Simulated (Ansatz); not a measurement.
System: chalcopyrite CuInS2. Method: PBE-D3(BJ) (plane waves, PAW; Ansatz, an electronic-structure program).

Run with plane-wave cutoff 520 eV, 10×10×10 k mesh, Fermi–Dirac smearing 0.01 eV, no spin polarisation, scalar-relativistic PAW data made under PBE.

The volume scan:

```
V (Å³/atom)  E − E_lowest (meV/atom)
-----------  -----------------------
20.174                          8.23
20.595                          1.97
21.015                          0.00
21.435                          1.84
21.856                          7.07
```

### Question
What bulk modulus B0 and pressure derivative B′ does a third-order Birch–Murnaghan fit give?

### Answer
V0 = 21.014 Å³/atom, B0 = 72.6 GPa, B′ = 4.9 (fit to the energies at full precision).

Shape and atoms are relaxed at each volume.

Note: the bulk modulus comes from volumes at which shape and atoms were relaxed.

Spin–orbit coupling is not included.

The computed numbers hold no vibrational or temperature effects.
